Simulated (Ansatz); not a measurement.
**Si in Ansatz: the effect of strain**

The system is Si.

```
CELL_PARAMETERS angstrom
0.00000 2.72185 2.72185
2.61298 0.00000 2.72185
2.61298 2.72185 0.00000
ATOMIC_POSITIONS crystal
Si 0.50000 0.50000 0.50000
Si 0.75000 0.75000 0.75000
```

The cell isn't the ideal one: strain = -0.04.

Alike in all runs:

* Program: Ansatz 0.2.0
* Task: relaxation of the atoms
* Functional: PBE
* Potentials or basis: all-electron LAPW, scalar-relativistic
* Basis error allowed: 0.001 eV/atom
* k mesh: 8 × 8 × 8
* Occupations: fermi-dirac, width 0.05 eV
* Spin: no spin polarisation

Each run relaxes the cell or the atoms first.

| strain | pressure (GPa) |
| --- | --- |
| -0.04 | 5.4 |
| -0.02 | 3.3 |
| -0.01 | ? |

Q: What does the run with strain -0.01 give?

A: Pressure 2.3 GPa.

Caveats: the relaxation stopped at its first step, so nothing moved.
